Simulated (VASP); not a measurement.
A run of VASP 6.6.1:

File INCAR:

```
SYSTEM = Ge
ALGO = Normal
EDIFF = 1E-6
EDIFFG = -0.02
ENCUT = 600
IBRION = 2
ISIF = 3
ISMEAR = 0
LASPH = .TRUE.
LCHARG = .FALSE.
LMIXTAU = .TRUE.
LREAL = .FALSE.
LWAVE = .FALSE.
METAGGA = R2SCAN
NELM = 100
NSW = 60
PREC = Accurate
SIGMA = 0.05
```

The input KPOINTS:

```
k-points
0
G
  10 10 6
  0 0 0
```

File POSCAR:

```
Ge
1.0
    1.4880529250     -2.5946896100      0.0000000000
    1.4880529250      2.5946896100      0.0000000000
    0.0000000000      0.0000000000      4.7275957900
Ge
2
Direct
    0.3334466300      0.6665533700      0.2500000000
    0.6665533700      0.3334466300      0.7500000000
```

Potentials or basis: VASP PAW PBE potentials, release 64 (Ge_d).

Run with:

```console
$ cat potpaw_PBE.64/Ge_d/POTCAR > POTCAR
$ mpirun -np 1 vasp_std > vasp.out
```

Hardware: 1 thread of Intel(R) Xeon(R) Platinum 8259CL CPU @ 2.50GHz (Skylake/Cascade Lake), with other jobs on the host.

Problem. Estimate the wall time of this run.

Solution. Run time: 19 min on 1 thread of Intel(R) Xeon(R) Platinum 8259CL CPU @ 2.50GHz (Skylake/Cascade Lake), with other jobs on the host, peak memory 0.23 GiB. Counts: scf iterations 74, k points 124, ion steps 8.
